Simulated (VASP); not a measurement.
# Settings for Be: relaxation of the cell

Be, P-1 (no. 2), 2 atoms in the cell. SCAN, relaxation of the cell; PAW potentials Be (PBE set). VASP 6.6.1.

Wanted: cell lengths a, b, c within 0.2 %; volume within 0.4 %.

The series start from Relaxations run in a row: 2; Cutoff ENCUT (eV): 350; Force threshold EDIFFG (eV/Å): -0.01; Relaxation method: conjugate gradient, POTIM 0.5; Precision mode: Accurate. Each series keeps the choices made before it, and each single choice may use up half of a tolerance. Times cover all steps of a run.

## Relaxations run in a row

| Relaxations run in a row | Cell lengths a, b, c, largest deviation against the largest value | Volume (Å³/atom) | Time (s) |
|---|---|---|---|
| 1 | 0 % | 7.928 | 277 |
| 2 | 0 % | 7.928 | 398 |
| 3 (reference) | 0 % | 7.928 | 363 |

## Cutoff ENCUT (eV)

| Cutoff ENCUT (eV) | Cell lengths a, b, c, largest deviation against the largest value | Volume (Å³/atom) | Time (s) |
|---|---|---|---|
| 200 | 0.27 % | 7.868 | 144 |
| 250 | 0.0093 % | 7.929 | 167 |
| 300 | 0.01 % | 7.931 | 258 |
| 350 | 0.0023 % | 7.928 | 277 |
| 400 | 0.0059 % | 7.926 | 326 |
| 450 | 0.0028 % | 7.927 | 381 |
| 500 (reference) | 0 % | 7.928 | 532 |

## Force threshold EDIFFG (eV/Å)

| Force threshold EDIFFG (eV/Å) | Cell lengths a, b, c, largest deviation against the largest value | Volume (Å³/atom) | Time (s) |
|---|---|---|---|
| -0.05 | 0.29 % | 7.909 | 119 |
| -0.02 | 0.16 % | 7.926 | 136 |
| -0.01 | 0.025 % | 7.929 | 167 |
| -0.005 | 0.016 % | 7.925 | 181 |
| -0.002 (reference) | 0 % | 7.926 | 194 |

## Relaxation method

| Relaxation method | Cell lengths a, b, c, largest deviation against the largest value | Volume (Å³/atom) | Time (s) |
|---|---|---|---|
| conjugate gradient, POTIM 0.5 | 0 % | 7.929 | 167 |
| conjugate gradient, POTIM 0.2 | 0.023 % | 7.926 | 200 |
| conjugate gradient, POTIM 1.0 | 0.02 % | 7.925 | 169 |
| quasi-Newton, POTIM 0.5 | 0.026 % | 7.926 | 126 |
| quasi-Newton, POTIM 0.5, at least 5 electronic steps | 0.026 % | 7.926 | 120 |
| velocity quench, POTIM 0.1 | 0.062 % | 7.932 | 226 |

## Precision mode

| Precision mode | Cell lengths a, b, c, largest deviation against the largest value | Volume (Å³/atom) | Time (s) |
|---|---|---|---|
| Accurate | 0 % | 7.929 | 167 |
| Normal | 0.0028 % | 7.929 | 106 |
| High | 0.012 % | 7.928 | 160 |

## Question

The rows run from the loosest to the tightest (no order: relaxation method, precision mode). For each series: choose the loosest value from which every tighter one stays within half of the tolerance; where there is no order, keep the first row unless others stay within half of the tolerance and take at least 30 % less time, and then take the fastest.

## Answer

- Relaxations run in a row: 1
- Cutoff ENCUT (eV): 250
- Force threshold EDIFFG (eV/Å): -0.01
- Relaxation method: conjugate gradient, POTIM 0.5
- Precision mode: Normal

## All choices together

| Input | Cell lengths a, b, c, largest deviation against the largest value | Volume (Å³/atom) | Time (s) |
|---|---|---|---|
| EDIFF and PREC left to the program (naive) | 0.032 % | 7.927 | 105 |
| chosen settings | 0.024 % | 7.929 | 106 |
| reference settings throughout | 0 % | 7.925 | 829 |

The tolerance is met.

Values of the reference run: Cell lengths a, b, c: 2.269, 2.269, 3.556 Å.

## The input

INCAR.step1:
```
PREC = Normal ; ENCUT = 250
EDIFF = 1E-7 ; ISMEAR = 1
SIGMA = 0.1 ; LREAL = False
LASPH = True ; NELM = 100
ALGO = Normal ; LWAVE = False
LCHARG = False ; METAGGA = SCAN
LMIXTAU = True ; IBRION = 2
NSW = 60 ; ISIF = 3
EDIFFG = -0.01 ; POTIM = 0.5
ISYM = 0 ; KPAR = 4
```

INCAR.step2, as INCAR.step1 but for:
```
- IBRION = 2
- NSW = 60
- ISIF = 3
- EDIFFG = -0.01
- POTIM = 0.5
+ NSW = 0
+ ISIF = 2
```

KPOINTS:
```
k-points
0
Gamma
  14 14 8
```

POSCAR.step1:
```
Be
1.0
    2.3397840000     -0.0067320000     -0.0028870000
   -1.1757220000      2.0432340000      0.0138840000
   -0.0045280000      0.0225300000      3.6704840000
Be
2
Direct
    0.6787960000      0.3326000000      0.7494400000
    0.3212040000      0.6674000000      0.2505600000
```

POSCAR.step2:
```
Be
1.0
    2.2699102984      0.0016121315     -0.0000931267
   -1.1334824439      1.9643588304      0.0001454093
   -0.0001137356      0.0002996742      3.5551782201
Be
2
Direct
    0.6669790017      0.3332517900      0.7499844986
    0.3330209983      0.6667482100      0.2500155014
```

Commands (each step's output is kept before the next begins):
```
cat potpaw_PBE.64/Be/POTCAR > POTCAR
cp INCAR.step1 INCAR
cp POSCAR.step1 POSCAR
mpirun -np 4 vasp_std > vasp.out
cp CONTCAR POSCAR
cp INCAR.step2 INCAR
cp POSCAR.step2 POSCAR
mpirun -np 4 vasp_std > vasp.out
```

The naive input happens to agree within the tolerance here, in 105 s.

Limits: the start was distorted on purpose (volume up by 6 %, random strain, atoms moved at random), so the space group given is the start's and not the crystal's.

The chosen input took VASP 6.6.1 106 s on 4 cores (AMD EPYC 9R14 (Zen 4)), a shared host.

## An input that fails: cell relaxed at a low cutoff

It runs to its end, but against the unchanged starting input it is off by 0.34 % in the cell lengths a, b, c, 1.1 % in the volume.

Changes against the starting input:
```
(all steps)
- PREC = Accurate
- ENCUT = 350
+ PREC = Low
+ ENCUT = 200
(POSCAR.step3)
-    2.2699191229      0.0016612380     -0.0000967922
-   -1.1334414762      1.9639546529      0.0001151404
-   -0.0001192856      0.0002384305      3.5550391587
+    2.2603817819      0.0011732703     -0.0000390426
+   -1.1291056548      1.9574371746      0.0000408378
+   -0.0000312079      0.0001443800      3.5429126949
-    0.6669694139      0.3332598650      0.7499842897
-    0.3330305861      0.6667401350      0.2500157103
+    0.6668896853      0.3331462975      0.7499959244
+    0.3331103147      0.6668537025      0.2500040756
```
